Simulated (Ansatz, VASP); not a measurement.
## GaN: VASP beside Ansatz

One calculation is typed for both programs; each brings its own data sets. How far apart do they land? The cell is taken from a series of runs on this material, whose earlier steps may have relaxed, scaled, displaced or heated it; both programs get it as it stands.

Program: Ansatz 0.2.0. Level of theory: plane waves, with VASP 6.6.1 beside it; zone-centre phonons at LDA. Results are calculated unless marked as measured.

## (1) The structure

It takes space group I-4m2 (No. 119, tetragonal). The conventional cell has a = 3.182 Å, b = 3.182 Å, c = 4.406 Å, α = 90.00°, β = 90.00°, γ = 90.00°. N has 4 Ga at 1.93 Å nearest. Ga has 4 N at 1.93 Å nearest. Farther neighbours and most contacts between anions are not listed.

Coordinates:

```xyz
2
Lattice="0.0000 2.2499 2.2029 2.2499 0.0000 2.2029 2.2499 2.2499 0.0000" Properties=species:S:1:pos:R:3 pbc="T T T"
N     1.1249    1.1249    1.1014
Ga    0.0000    0.0000    0.0000
```

## (2) VASP: zone-centre phonons, LDA

Second derivatives magnify differences that forces hide, and they need a tight electronic threshold.

Lines of VASP's logs that name or quote its potential files are left out, and so is its time.

INCAR reads:

```
SYSTEM = GaN
PREC = Accurate
ENCUT = 600
EDIFF = 1E-08
NELM = 120
ISMEAR = 0
SIGMA = 0.01
LREAL = .FALSE.
ALGO = Normal
GGA = CA
NBANDS = 15
LORBIT = 11
LWAVE = .FALSE.
LCHARG = .FALSE.
ISIF = 2
IBRION = 8
LEPSILON = .TRUE.
LASPH = .TRUE.
GGA_COMPAT = .FALSE.
EFERMI = MIDGAP
KPAR = 2
```

POSCAR reads:

```
GaN
1.0
    0.0000000000      2.2498785361      2.2028581677
    2.2498785361      0.0000000000      2.2028581677
    2.2498785361      2.2498785361      0.0000000000
N Ga
1 1
Direct
    0.2500000000      0.2500000000      0.2500000000
    0.0000000000      0.0000000000      0.0000000000
```

KPOINTS reads:

```
Automatic mesh
0
Gamma
12 12 12
0 0 0
```

PAW data sets: N and Ga_d (LDA family, release 64).

Command:

```bash
$ mpirun -np 2 vasp_std
```

Numbers of over 12 decimals in the logs are rounded to 6 here.

What it wrote:

```text
[banner, memory and clock lines left out]
running    2 mpi-ranks, on    1 nodes
 distrk:  each k-point on    1 cores,    2 groups
 distr:  one band on    1 cores,    1 groups

 POSCAR found type information on POSCAR N Ga
 POSCAR found :  2 types and       2 ions
 LDA part: xc-table for (Slater(with rela. corr.)+CA(PZ))
 , standard interpolation
 POSCAR, INCAR and KPOINTS ok, starting setup
 FFT: planning ... GRIDC
 FFT: planning ... GRID_SOFT
 FFT: planning ... GRID
 WAVECAR not read
 entering main loop
       N       E                     dE             d eps       ncg     rms          rms(c)
DAV:   1     0.891541435699E+02    0.89154E+02   -0.10214E+04  5369   0.233E+03
DAV:   2    -0.944059531324E+01   -0.98595E+02   -0.91826E+02  5604   0.365E+02
DAV:   3    -0.159293599697E+02   -0.64888E+01   -0.64584E+01  5534   0.779E+01
DAV:   4    -0.160024831685E+02   -0.73123E-01   -0.73111E-01  6126   0.885E+00
DAV:   5    -0.160034069248E+02   -0.92376E-03   -0.92375E-03  5774   0.948E-01    0.757E+00
DAV:   6    -0.139978981486E+02    0.20055E+01   -0.52195E+00  7335   0.439E+01    0.266E+00
DAV:   7    -0.139700280237E+02    0.27870E-01   -0.26512E-01  5702   0.649E+00    0.168E+00
DAV:   8    -0.139453871939E+02    0.24641E-01   -0.72260E-02  5793   0.300E+00    0.708E-01
DAV:   9    -0.139419459327E+02    0.34413E-02   -0.12600E-02  6548   0.247E+00    0.206E-01
DAV:  10    -0.139420338980E+02   -0.87965E-04   -0.15593E-03  6146   0.564E-01    0.864E-02
DAV:  11    -0.139419619728E+02    0.71925E-04   -0.23452E-04  7420   0.289E-01    0.144E-02
DAV:  12    -0.139419639424E+02   -0.19697E-05   -0.18142E-05  5576   0.491E-02    0.421E-03
DAV:  13    -0.139419638910E+02    0.51404E-07   -0.69664E-07  7763   0.155E-02    0.239E-03
DAV:  14    -0.139419638949E+02   -0.38385E-08   -0.49045E-08  5618   0.229E-03
   1 F= -.13941964E+02 E0= -.13941964E+02  d E =0.000000E+00
 Linear response reoptimize wavefunctions to high precision
DAV:   1    -0.139419638940E+02    0.81536E-09   -0.19177E-09  4245   0.413E-04
DAV:   2    -0.139419638940E+02   -0.90949E-12   -0.20901E-10  3271   0.159E-04
 Linear response G [H, r] |phi>, progress :
  Direction:   1
       N       E                     dE             d eps       ncg     rms
 LRF_COMMUTATOR internal error: the vector H(1)-e(1) S(1) |phi(0)> is not orthog
 onal to |phi(0)> (1.398663018125582E-004,-2.045759395219449E-014)
 LRF_COMMUTATOR internal error: the vector H(1)-e(1) S(1) |phi(0)> is not orthog
 onal to |phi(0)> (-1.023890456273158E-004,3.441691376337985E-015)
 LRF_COMMUTATOR internal error: the vector H(1)-e(1) S(1) |phi(0)> is not orthog
 onal to |phi(0)> (1.166766637693550E-004,-2.622901895676932E-015)
 LRF_COMMUTATOR internal error: the vector H(1)-e(1) S(1) |phi(0)> is not orthog
 onal to |phi(0)> (1.244975703737355E-004,2.442490654175344E-015)
 LRF_COMMUTATOR internal error: the vector H(1)-e(1) S(1) |phi(0)> is not orthog
 onal to |phi(0)> (-1.077352959976824E-004,-3.594347042223944E-015)
 LRF_COMMUTATOR internal error: the vector H(1)-e(1) S(1) |phi(0)> is not orthog
 onal to |phi(0)> (1.164508242453184E-004,-1.311450947838466E-015)
 LRF_COMMUTATOR internal error: the vector H(1)-e(1) S(1) |phi(0)> is not orthog
 onal to |phi(0)> (-1.085313927338127E-004,-1.579292252529285E-014)
 LRF_COMMUTATOR internal error: the vector H(1)-e(1) S(1) |phi(0)> is not orthog
 onal to |phi(0)> (-1.268050886003638E-004,-6.022959908591474E-015)
 LRF_COMMUTATOR internal error: the vector H(1)-e(1) S(1) |phi(0)> is not orthog
 onal to |phi(0)> (1.219920930370100E-004,-6.557254739192331E-015)
 LRF_COMMUTATOR internal error: the vector H(1)-e(1) S(1) |phi(0)> is not orthog
 onal to |phi(0)> (1.177296097943778E-004,1.711478181398718E-014)
 LRF_COMMUTATOR internal error: the vector H(1)-e(1) S(1) |phi(0)> is not orthog
 onal to |phi(0)> (-1.073892173242760E-004,1.526556658859590E-014)
 LRF_COMMUTATOR internal error: the vector H(1)-e(1) S(1) |phi(0)> is not orthog
 onal to |phi(0)> (1.153278747613520E-004,1.033374774639384E-014)
 LRF_COMMUTATOR internal error: the vector H(1)-e(1) S(1) |phi(0)> is not orthog
 onal to |phi(0)> (-1.064658262839302E-004,3.450018049022674E-014)
RMM:   1    -0.447626289955E+02   -0.44763E+02    0.14492E+01  5920   0.273E+02
 LRF_COMMUTATOR internal error: the vector H(1)-e(1) S(1) |phi(0)> is not orthog
 onal to |phi(0)> (1.398663018125582E-004,-2.045759395219449E-014)
 LRF_COMMUTATOR internal error: the vector H(1)-e(1) S(1) |phi(0)> is not orthog
 onal to |phi(0)> (-1.023890456273158E-004,3.441691376337985E-015)
 LRF_COMMUTATOR internal error: the vector H(1)-e(1) S(1) |phi(0)> is not orthog
 onal to |phi(0)> (1.166766637693550E-004,-2.622901895676932E-015)
 LRF_COMMUTATOR internal error: the vector H(1)-e(1) S(1) |phi(0)> is not orthog
 onal to |phi(0)> (-1.077352959976824E-004,-3.594347042223944E-015)
 LRF_COMMUTATOR internal error: the vector H(1)-e(1) S(1) |phi(0)> is not orthog
 onal to |phi(0)> (1.164508242453184E-004,-1.311450947838466E-015)
[...]
dielectric tensor                  component  3 :     1.624    -1.030     5.975
 Linear response to external field, progress :
  Direction:   1
       N       E                     dE             d eps       ncg     rms          rms(c)
RMM:   1    -0.472809411759E-01   -0.47281E-01    0.17381E+00 15483   0.748E+00
[...]
RMM:   4    -0.308300716961E+00   -0.84236E-02   -0.43975E-03 16975   0.575E-01    0.340E-02
RMM:   5    -0.308397179031E+00   -0.96462E-04   -0.27410E-04 17660   0.139E-01    0.283E-02
RMM:   6    -0.308455470626E+00   -0.58292E-04   -0.23476E-05 17346   0.353E-02    0.107E-02
RMM:   7    -0.308669403055E+00   -0.21393E-03   -0.36359E-06 17068   0.140E-02    0.144E-03
RMM:   8    -0.308665518976E+00    0.38841E-05   -0.41024E-07 17889   0.407E-03    0.230E-04
RMM:   9    -0.308669727482E+00   -0.42085E-05   -0.74475E-08 17710   0.963E-04    0.102E-04
RMM:  10    -0.308667385352E+00    0.23421E-05   -0.34384E-08 17348   0.318E-04    0.346E-05
RMM:  11    -0.308667611068E+00   -0.22572E-06   -0.96636E-09 12493   0.102E-04    0.749E-06
 change of polarisation eV/A/(eV/A) component  3 :     0.166     0.022     0.586
 dielectric tensor                  component  3 :     1.350     0.177     5.753
 Linear response DOF=           4
 Linear response progress:
  Degree of freedom:   1/  4
       N       E                     dE             d eps       ncg     rms          rms(c)
RMM:   1    -0.236084496148E+00   -0.23608E+00    0.90400E-02 33733   0.401E+00
RMM:   2    -0.226951820395E+00    0.91327E-02   -0.86395E-03 24785   0.104E+00    0.143E-01
RMM:   3    -0.228025872899E+00   -0.10741E-02   -0.15600E-03 27397   0.336E-01    0.700E-02
RMM:   4    -0.229224261695E+00   -0.11984E-02   -0.35678E-04 27244   0.133E-01    0.175E-02
RMM:   5    -0.229300752702E+00   -0.76491E-04   -0.12319E-05 28066   0.311E-02    0.273E-03
RMM:   6    -0.229250555698E+00    0.50197E-04   -0.84358E-07 27459   0.800E-03    0.126E-03
RMM:   7    -0.229244489160E+00    0.60665E-05   -0.40534E-08 28960   0.198E-03    0.249E-04
RMM:   8    -0.229242458764E+00    0.20304E-05   -0.37795E-09 28497   0.527E-04    0.281E-05
RMM:   9    -0.229242123860E+00    0.33490E-06    0.63329E-10 28934   0.155E-04    0.109E-05
RMM:  10    -0.229242290155E+00   -0.16629E-06    0.15079E-09 28365   0.639E-05    0.124E-06
RMM:  11    -0.229242286911E+00    0.32443E-08    0.14970E-09 28397   0.315E-05    0.363E-07
 first order change of Fermi-energy   0.17564E-03
 force on displaced ion       1 direction 1 : -13.080   0.000   0.000
 Born effective charge ion    1 direction 1 :  -2.643   0.000   0.000
 Linear response progress:
  Degree of freedom:   2/  4
       N       E                     dE             d eps       ncg     rms          rms(c)
RMM:   1    -0.235677524272E+00   -0.23568E+00    0.92031E-02 19272   0.399E+00
RMM:   2    -0.227091475203E+00    0.85860E-02   -0.83464E-03 14518   0.102E+00    0.142E-01
RMM:   3    -0.228170859153E+00   -0.10794E-02   -0.15267E-03 16062   0.332E-01    0.698E-02
RMM:   4    -0.229369756749E+00   -0.11989E-02   -0.34289E-04 15916   0.131E-01    0.177E-02
RMM:   5    -0.229453898136E+00   -0.84141E-04   -0.11979E-05 16554   0.305E-02    0.278E-03
RMM:   6    -0.229401114714E+00    0.52783E-04   -0.87327E-07 16050   0.791E-03    0.130E-03
RMM:   7    -0.229394898868E+00    0.62158E-05   -0.38494E-08 17004   0.196E-03    0.240E-04
RMM:   8    -0.229392691892E+00    0.22070E-05   -0.10277E-09 16679   0.515E-04    0.263E-05
RMM:   9    -0.229392369736E+00    0.32216E-06    0.23785E-09 16930   0.150E-04    0.118E-05
RMM:  10    -0.229392494388E+00   -0.12465E-06    0.11582E-09 16726   0.607E-05    0.171E-06
RMM:  11    -0.229392511714E+00   -0.17327E-07    0.11974E-09 16544   0.290E-05    0.558E-07
RMM:  12    -0.229392505557E+00    0.61578E-08    0.11928E-09 15198   0.197E-05    0.123E-07
 first order change of Fermi-energy   0.13400E-02
 force on displaced ion       1 direction 3 :   0.000   0.000 -12.760
 Born effective charge ion    1 direction 3 :   0.000   0.000  -2.606
 Linear response progress:
  Degree of freedom:   3/  4
       N       E                     dE             d eps       ncg     rms          rms(c)
RMM:   1    -0.163402841122E+00   -0.16340E+00    0.26021E-01 18251   0.917E+00
RMM:   2    -0.161161673514E+00    0.22412E-02   -0.34094E-02 27864   0.167E+00    0.557E-02
RMM:   3    -0.161350361446E+00   -0.18869E-03   -0.25661E-03 28225   0.404E-01    0.337E-02
RMM:   4    -0.160965142412E+00    0.38522E-03   -0.17193E-04 29757   0.112E-01    0.358E-03
RMM:   5    -0.160976411758E+00   -0.11269E-04   -0.11874E-05 30417   0.323E-02    0.215E-03
RMM:   6    -0.160971230727E+00    0.51810E-05   -0.78464E-07 30462   0.102E-02    0.329E-04
RMM:   7    -0.160971431715E+00   -0.20099E-06   -0.23658E-07 30890   0.353E-03    0.234E-04
RMM:   8    -0.160971399121E+00    0.32594E-07   -0.55597E-08 30481   0.123E-03    0.298E-05
RMM:   9    -0.160971414554E+00   -0.15433E-07   -0.61548E-09 31237   0.458E-04    0.118E-05
RMM:  10    -0.160971325971E+00    0.88583E-07    0.14196E-08 30628   0.180E-04    0.345E-06
RMM:  11    -0.160971316169E+00    0.98021E-08    0.12397E-08 31164   0.792E-05    0.129E-06
 first order change of Fermi-energy  -0.63091E-05
 force on displaced ion       2 direction 1 : -13.082  -0.000   0.000
 Born effective charge ion    2 direction 1 :   2.642   0.000   0.000
 Linear response progress:
  Degree of freedom:   4/  4
       N       E                     dE             d eps       ncg     rms          rms(c)
RMM:   1    -0.162990489134E+00   -0.16299E+00    0.27799E-01 10708   0.917E+00
RMM:   2    -0.161013032916E+00    0.19775E-02   -0.34200E-02 16229   0.166E+00    0.550E-02
RMM:   3    -0.161166364996E+00   -0.15333E-03   -0.23876E-03 16557   0.390E-01    0.333E-02
RMM:   4    -0.160781420816E+00    0.38494E-03   -0.15539E-04 17240   0.109E-01    0.344E-03
RMM:   5    -0.160793260194E+00   -0.11839E-04   -0.12803E-05 17847   0.316E-02    0.206E-03
RMM:   6    -0.160788879616E+00    0.43806E-05   -0.15224E-06 17771   0.100E-02    0.315E-04
RMM:   7    -0.160788834107E+00    0.45508E-07   -0.20341E-07 18030   0.349E-03    0.166E-04
RMM:   8    -0.160788946753E+00   -0.11265E-06   -0.45361E-08 17961   0.120E-03    0.364E-05
RMM:   9    -0.160788796991E+00    0.14976E-06   -0.59841E-09 17992   0.451E-04    0.102E-05
RMM:  10    -0.160788718064E+00    0.78927E-07   -0.22953E-09 18022   0.182E-04    0.284E-06
RMM:  11    -0.160788700466E+00    0.17598E-07    0.12035E-08 18071   0.830E-05    0.771E-07
RMM:  12    -0.160788700331E+00    0.13566E-09    0.63365E-10 17669   0.473E-05    0.221E-07
 first order change of Fermi-energy   0.21863E-05
 force on displaced ion       2 direction 3 :   0.000   0.000 -12.776
 Born effective charge ion    2 direction 3 :   0.000   0.000   2.604
 Born effective charges drift removed
 Linear response finished
```

From OUTCAR (step 2):

```text
ion  position               nearest neighbor table
   1  0.250  0.250  0.250-   2 1.93   2 1.93   2 1.93   2 1.93
   2  0.000  0.000  0.000-   1 1.93   1 1.93   1 1.93   1 1.93

  LATTYP: Found a body centered tetragonal cell.
 ALAT       =     3.1818087394
 C/A-ratio  =     1.3846578145

 Subroutine GETGRP returns: Found  8 space group operations
 (whereof  8 operations were pure point group operations)

The static configuration has the point symmetry D_2d.

 Found    163 irreducible k-points:

   k-points           NKPTS =    163   k-points in BZ     NKDIM =    163   number of bands    NBANDS=     15

   dimension x,y,z NGX =    28 NGY =   28 NGZ =   28
   dimension x,y,z NGXF=    56 NGYF=   56 NGZF=   56

   ENCUT  =  600.0 eV  44.10 Ry    6.64 a.u.   6.29  6.29  6.35*2*pi/ulx,y,z

   NELECT =      18.0000    total number of electrons

 k-points in reciprocal lattice and weights: Automatic mesh
   0.00000000  0.00000000  0.00000000       0.001
   0.08333333 -0.00000000  0.00000000       0.005
   0.16666667  0.00000000  0.00000000       0.005
   0.25000000 -0.00000000  0.00000000       0.005
   0.33333333  0.00000000  0.00000000       0.005
   0.41666667 -0.00000000  0.00000000       0.005
   0.50000000 -0.00000000  0.00000000       0.002
   0.08333333  0.08333333  0.00000000       0.001
   0.16666667  0.08333333  0.00000000       0.005
[...]
-0.33333333  0.16666667  0.50000000       0.002
  -0.25000000  0.25000000  0.50000000       0.001

 average (electrostatic) potential at core
       1 -61.7299       2 -64.4643

  Total       -0.2289192     -0.2289192      0.1335985      0.0000000      0.0000000     -0.0000000
  in kB      -16.4459169    -16.4459169      9.5979285      0.0000000      0.0000000     -0.0000000
  external PRESSURE =      -7.7646351 kB  Pullay stress =       0.0000000 kB

  energy-cutoff  :      600.00
  volume of cell :       22.30
      direct lattice vectors                 reciprocal lattice vectors
     0.000000000  2.249878536  2.202858168    -0.222234219  0.222234219  0.226977845
     2.249878536  0.000000000  2.202858168     0.222234219 -0.222234219  0.226977845
     2.249878536  2.249878536  0.000000000     0.222234219  0.222234219 -0.226977845

 POSITION                                       TOTAL-FORCE (eV/Angst)
 -----------------------------------------------------------------------------------
      1.12494      1.12494      1.10143        -0.000000     -0.000000      0.000000
      0.00000      0.00000      0.00000         0.000000      0.000000     -0.000000
 -----------------------------------------------------------------------------------
    total drift:                                0.000000      0.000000      0.000000

 MACROSCOPIC STATIC DIELECTRIC TENSOR (including local field effects in DFT)
 ------------------------------------------------------
           5.782466    -0.000000    -0.000000
           0.000000     5.782466    -0.000000
           0.000000     0.000000     5.752877
 ------------------------------------------------------

 PIEZOELECTRIC TENSOR (including local field effects)  for field in x, y, z        (C/m^2)
          XX          YY          ZZ          XY          YZ          ZX
  --------------------------------------------------------------------------------
  x     0.00000     0.00000     0.00000     0.00000    -1.00479     0.00000
  y     0.00000     0.00000     0.00000     0.00000     0.00000    -1.00479
  z     0.00000     0.00000     0.00000    -1.03290     0.00000     0.00000

 BORN EFFECTIVE CHARGES (including local field effects) (in |e|, cummulative output)
 ---------------------------------------------------------------------------------
 ion    1
    1    -2.64228     0.00000     0.00000
    2     0.00000    -2.64228     0.00000
    3     0.00000     0.00000    -2.60509
 ion    2
    1     2.64228     0.00000     0.00000
    2     0.00000     2.64228     0.00000
    3     0.00000     0.00000     2.60509

 Eigenvectors and eigenvalues of the dynamical matrix
 ----------------------------------------------------

   1 f  =   16.558612 THz   104.040831 2PiTHz  552.335859 cm-1    68.480888 meV
             X         Y         Z           dx          dy          dz
      1.124939  1.124939  1.101429     0.912553    0.000000    0.000000
      0.000000  0.000000  0.000000    -0.408958   -0.000000   -0.000000

   2 f  =   16.558612 THz   104.040831 2PiTHz  552.335859 cm-1    68.480888 meV
             X         Y         Z           dx          dy          dz
      1.124939  1.124939  1.101429     0.000000   -0.912553   -0.000000
      0.000000  0.000000  0.000000    -0.000000    0.408958    0.000000

   3 f  =   16.356173 THz   102.768867 2PiTHz  545.583211 cm-1    67.643667 meV
             X         Y         Z           dx          dy          dz
      1.124939  1.124939  1.101429     0.000000    0.000000   -0.912472
      0.000000  0.000000  0.000000     0.000000   -0.000000    0.409139

   4 f/i=    0.000405 THz     0.002543 2PiTHz    0.013499 cm-1     0.001674 meV
             X         Y         Z           dx          dy          dz
      1.124939  1.124939  1.101429     0.408630   -0.016353    0.000000
      0.000000  0.000000  0.000000     0.911824   -0.036490    0.000000

   5 f/i=    0.000405 THz     0.002543 2PiTHz    0.013499 cm-1     0.001674 meV
             X         Y         Z           dx          dy          dz
      1.124939  1.124939  1.101429     0.016353    0.408630   -0.000000
      0.000000  0.000000  0.000000     0.036490    0.911824   -0.000000

   6 f/i=    0.003646 THz     0.022910 2PiTHz    0.121626 cm-1     0.015080 meV
             X         Y         Z           dx          dy          dz
      1.124939  1.124939  1.101429     0.000000    0.000000    0.409139
      0.000000  0.000000  0.000000     0.000000    0.000000    0.912472

 MACROSCOPIC STATIC DIELECTRIC TENSOR IONIC CONTRIBUTION
 ------------------------------------------------------
           4.330513    -0.000000    -0.000000
          -0.000000     4.330513    -0.000000
          -0.000000    -0.000000     4.312783
 ------------------------------------------------------

 ELASTIC MODULI CONTR FROM IONIC RELAXATION (kBar)
 Direction    XX          YY          ZZ          XY          YZ          ZX
 --------------------------------------------------------------------------------
 XX           0.0000      0.0000      0.0000      0.0000      0.0000      0.0000
 YY           0.0000      0.0000      0.0000      0.0000      0.0000      0.0000
 ZZ           0.0000      0.0000      0.0000      0.0000      0.0000      0.0000
 XY           0.0000      0.0000      0.0000   -410.0028      0.0000      0.0000
 YZ           0.0000      0.0000      0.0000      0.0000   -412.1994      0.0000
 ZX           0.0000      0.0000      0.0000      0.0000      0.0000   -398.3839
 --------------------------------------------------------------------------------

 PIEZOELECTRIC TENSOR IONIC CONTR  for field in x, y, z        (C/m^2)
          XX          YY          ZZ          XY          YZ          ZX
  --------------------------------------------------------------------------------
  x     0.00000     0.00000     0.00000    -0.00000     1.25717    -0.00000
  y     0.00000     0.00000     0.00000    -0.00000    -0.00000     1.23593
  z     0.00000     0.00000     0.00000     1.25125    -0.00000     0.00000
```

The dielectric response converges more slowly with the mesh than energies do, so tensor and charges may still move on a finer one.

(Part 1 of 2 ends here.)

[Lines on the potential files, build, host, timing and source positions are cut from VASP's logs without a mark.]

[Logs are printed without paths, hosts, clocks, repeated set-up lines and the standing remarks that a program may print on its own settings, such as how far it seeks lower states.]

[Hosts, paths, dates, database ids (printed as entryN), source tags and the programs' standing remarks are cut or masked in the printed files.]
